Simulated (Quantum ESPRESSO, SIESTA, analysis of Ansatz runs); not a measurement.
## Ga_i (4-fold void) in GaN (F-43m): levels and formation energies (SIESTA)

Question: at which Fermi levels does Ga_i (4-fold void) in GaN (F-43m) change its charge? Model: a cell of 54 host atoms with 1 Ga put in.

Main program and level: SIESTA 5.4.2; SIESTA numerical-orbital DFT, PBEsol, DZP basis, PseudoDojo 0.4.1 potentials converted to PSML; charged supercells in a uniform background, point-charge correction with alignment at far sites.

## Step 1: Starting point

The cell holds 55 atoms: 28 Ga and 27 N. Cell: a = 9.607 Å, b = 9.607 Å, c = 9.607 Å, α = 60.0°, β = 60.0°, γ = 60.0°. It derives from GaN (space group F-43m). Nearest the centre at fractional (0.167, 0.833, 0.833): Ga55 at 0.00 Å, N36 at 1.96 Å, N14 at 1.96 Å, N6 at 1.96 Å, N18 at 1.96 Å, Ga31 at 2.26 Å, Ga23 at 2.26 Å, Ga1 at 2.26 Å.

As a file:

```xyz
55
Lattice="0.0026 6.7935 6.7935 6.7935 0.0026 6.7935 6.7935 6.7935 0.0026" Properties=species:S:1:pos:R:3 pbc="T T T"
Ga   -0.0002   -0.0002   -0.0002
N     1.1321    1.1321    1.1321
Ga    2.2643    2.2643    0.0007
N     3.3966    3.3966    1.1330
Ga    4.5288    4.5288    0.0016
N     5.6611    5.6611    1.1338
Ga    2.2643    0.0007    2.2643
N     3.3966    1.1330    3.3966
Ga    4.5288    2.2652    2.2652
N     5.6611    3.3975    3.3975
Ga    6.7933    4.5297    2.2660
N     7.9256    5.6620    3.3983
Ga    4.5288    0.0016    4.5288
N     5.6611    1.1338    5.6611
Ga    6.7933    2.2660    4.5297
N     7.9256    3.3983    5.6620
Ga    9.0578    4.5305    4.5305
N    10.1901    5.6628    5.6628
Ga    0.0007    2.2643    2.2643
N     1.1330    3.3966    3.3966
Ga    2.2652    4.5288    2.2652
N     3.3975    5.6611    3.3975
Ga    4.5297    6.7933    2.2660
N     5.6620    7.9256    3.3983
Ga    2.2652    2.2652    4.5288
N     3.3975    3.3975    5.6611
Ga    4.5297    4.5297    4.5297
N     5.6620    5.6620    5.6620
Ga    6.7942    6.7942    4.5305
N     7.9264    7.9264    5.6628
Ga    4.5297    2.2660    6.7933
N     5.6620    3.3983    7.9256
Ga    6.7942    4.5305    6.7942
N     7.9264    5.6628    7.9264
Ga    9.0586    6.7950    6.7950
N    10.1909    7.9273    7.9273
Ga    0.0016    4.5288    4.5288
N     1.1338    5.6611    5.6611
Ga    2.2660    6.7933    4.5297
N     3.3983    7.9256    5.6620
Ga    4.5305    9.0578    4.5305
N     5.6628   10.1901    5.6628
Ga    2.2660    4.5297    6.7933
N     3.3983    5.6620    7.9256
Ga    4.5305    6.7942    6.7942
N     5.6628    7.9264    7.9264
Ga    6.7950    9.0586    6.7950
N     7.9273   10.1909    7.9273
Ga    4.5305    4.5305    9.0578
N     5.6628    5.6628   10.1901
Ga    6.7950    6.7950    9.0586
N     7.9273    7.9273   10.1909
Ga    9.0595    9.0595    9.0595
N    10.1918   10.1918   10.1918
Ga   11.3229    6.7957    6.7957
```

Known beforehand: the electronic dielectric constant, 6.13, and the static one, 10.76, from a response run on this crystal (DFPT, PBEsol, Quantum ESPRESSO) at that run's own cell.

The cell's shortest repeat is 9.6 Å.

The primitive cell was relaxed at this level beforehand, to 23.21 Å³.

The defect-free supercell was relaxed beforehand, from displaced atoms: they ended at most 0.01 Å from the sites they started about, so the symmetric structure holds.

## Step 2: Band edges

Levels are counted from the valence top, which comes from the unit cell, dense mesh; the energy of the host comes from the defect-free supercell at the defects' own k-points, so that the host's part of the sampling error cancels.

host.fdf

```
SystemName                      GaN
SystemLabel                     host
NumberOfSpecies                 2
NumberOfAtoms                   2
%block ChemicalSpeciesLabel
  1   31 Ga
  2    7 N
%endblock ChemicalSpeciesLabel
LatticeConstant                 1.0 Ang
%block LatticeVectors
     0.000875000     2.264491000     2.264491000
     2.264491000     0.000875000     2.264491000
     2.264491000     2.264491000     0.000875000
%endblock LatticeVectors
AtomicCoordinatesFormat         Fractional
%block AtomicCoordinatesAndAtomicSpecies
    -0.000042385    -0.000042385    -0.000042385  1
     0.249919368     0.249919368     0.249919368  2
%endblock AtomicCoordinatesAndAtomicSpecies
%block kgrid.MonkhorstPack
   12   0   0  0.00
    0  12   0  0.00
    0   0  12  0.00
%endblock kgrid.MonkhorstPack
XC.Functional                   GGA
XC.Authors                      PBEsol
PAO.BasisSize                   DZP
PAO.EnergyShift                 0.005 Ry
Mesh.Cutoff                     300 Ry
OccupationFunction              FD
ElectronicTemperature           0.01 eV
MaxSCFIterations                150
SCF.MustConverge                true
SCF.Mixer.Method                Pulay
SCF.Mixer.Weight                0.2
SCF.Mixer.History               10
SCF.DM.Tolerance                1.0e-4
SCF.H.Tolerance                 1.0e-3 eV
WriteForces                     true
Charge.Mulliken                 end
```

Started as:

```
> OMP_NUM_THREADS=1 siesta host.fdf > host.out
```

Output:

```text
Version         : 5.4.2

                           ***********************
                           *  WELCOME TO SIESTA  *
                           ***********************

[...]
reinit: Reading from file host.fdf

reinit: -----------------------------------------------------------------------
reinit: System Name: GaN
reinit: -----------------------------------------------------------------------
reinit: System Label: host
reinit: -----------------------------------------------------------------------

initatom: Reading input for the pseudopotentials and atomic orbitals ----------
Species number:   1 Atomic number:   31 Label: Ga
Species number:   2 Atomic number:    7 Label: N

[... pseudopotential checks and orbital generation ...]

prinput: Basis input

PAO.BasisType split

%block ChemicalSpeciesLabel
    1   31 Ga                      # Species index, atomic number, species label
    2    7 N                       # Species index, atomic number, species label
%endblock ChemicalSpeciesLabel

%block PAO.Basis                 # Define Basis set
# WARNING: This information might be incomplete!
[...]
(Free)E + p*V (eV/cell)    -2359.2450
Target enthalpy (eV/cell)    -2359.2365
[...]
siesta: Final energy (eV):
siesta:  Band Struct. =    -300.928224
siesta:       Kinetic =    1897.633525
siesta:       Hartree =     592.178091
siesta:         Exch. =    -607.176754
siesta:         Corr. =     -39.278050
siesta:   Exch.-corr. =    -646.454804
siesta:  Ion-electron =   -2924.813018
siesta:       Ion-ion =   -1277.780327
siesta:         Total =   -2359.236533
siesta:         Fermi =      -5.464931
[...]
siesta: Stress tensor (static) (eV/Ang**3):
siesta:     0.000363   -0.000197   -0.000197
siesta:    -0.000197    0.000363   -0.000197
siesta:    -0.000197   -0.000197    0.000363
[...]
siesta: Cell volume =         23.210794 Ang**3
[...]
siesta: Pressure (static):
siesta:                Solid            Molecule  Units
siesta:          -0.00000396         -0.00000242  Ry/Bohr**3
siesta:          -0.00036322         -0.00022202  eV/Ang**3
siesta:          -0.58193601         -0.35572156  kBar
[...]
mulliken: Qtot =       18.000

Mulliken Atomic Populations:
Atom #   charge [q] valence [e]  Species
     1     0.862956   12.137044  Ga
     2    -0.862956    5.862956  N
 Total     0.000000

Job completed
```

Wall time 40 s (1 MPI rank of Arm Neoverse V2, shared host); peak memory 0.21 GiB.

The gap at this level is 1.65 eV.

Test of the sampling: at one point at (¼, ¼, ¼) the host's energy lies 74 meV an atom above its value on the primitive cell's dense mesh, too far, so all defect runs take a 2×2×2 mesh.

[end of part 1 of 3]

[Logs are printed without paths, hosts, clocks, repeated set-up lines and the standing remarks that a program may print on its own settings, such as how far it seeks lower states.]

[Hosts, paths, dates, database ids (printed as entryN), source tags and the programs' standing remarks are cut or masked in the printed files.]

[For some hosts the program warned that the k-mesh of the response run may be too coarse for force constants and the static dielectric constant; such warnings are not shown here.]

[Charge tables in the logs are Mulliken or Hirshfeld populations, whose sizes and signs can differ; where basis functions stand at a vacancy, SIESTA counts their charge against the missing atom's valence.]

[In relaxation paths of CP2K, step 0 can be the structure after the first move, since the trajectory file begins there, and the last row can be the final structure solved once more.]
